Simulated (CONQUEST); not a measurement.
# BP under changes of volume

One of the cells (11.682 Å³/atom); the others are scaled copies at fixed shape and fractional positions:

```
P B
1.0
     3.20885    0.00000    0.00000
     0.00000    3.20885    0.00000
     0.00000    0.00000    4.53800
P B
2 2
Direct
  0.00000 0.50000 0.25000
  0.50000 0.00000 0.75000
  0.00000 0.00000 0.00000
  0.50000 0.50000 0.50000
```

```yaml
Program: CONQUEST 1.3
Functional: LDA
Potentials_or_basis: PseudoDojo NC LDA, DZP, grid of 32 × 32 × 48 points
k_mesh: 8 × 8 × 6
Occupations: fermi-dirac, width 0.05 eV
Spin: no spin polarisation
```

| volume (Å³/atom) | energy over the lowest point (meV/atom) | pressure (GPa) | gap on the mesh (eV) |
| --- | --- | --- | --- |
| 10.981 | 11.45 | 7.8 | 1.11 |
| 11.214 | 2.98 | 3.9 | 1.13 |
| 11.448 | 0.00 | 0.3 | 1.15 |
| 11.682 | 2.00 | -2.9 | 1.18 |
| 11.915 | ? | ? | ? |
| 12.149 | 19.46 | -8.8 | 1.22 |
| 12.383 | 34.04 | -11.1 | 1.24 |

Task: What does the run at 11.915 Å³/atom give?

Result: Energy over the lowest point 8.59 meV/atom; pressure -6.0 GPa; gap on the mesh 1.20 eV.

Worked out: A Birch-Murnaghan fit of order 3 (a polynomial in V^(-2/3)) to the other rows has its minimum at 11.47 Å³/atom with B0 = V·E''(V) = 168 GPa and B' = 3.6. It gives 8.63 meV/atom at 11.915 Å³/atom, against the run's 8.59, and -dE/dV = -6.0 GPa, against -6.0. A straight line through the other rows of the gap, of slope 1.1 eV per unit of ln V, gives 1.20 eV, against the run's 1.20.

Energies are extrapolated to zero smearing.

Caveats: the basis of atomic orbitals isn't converged, which shifts pressures, moduli and gaps; the real-space grid breaks the cell's symmetry a little (some runs).

A mesh can miss the band edges.
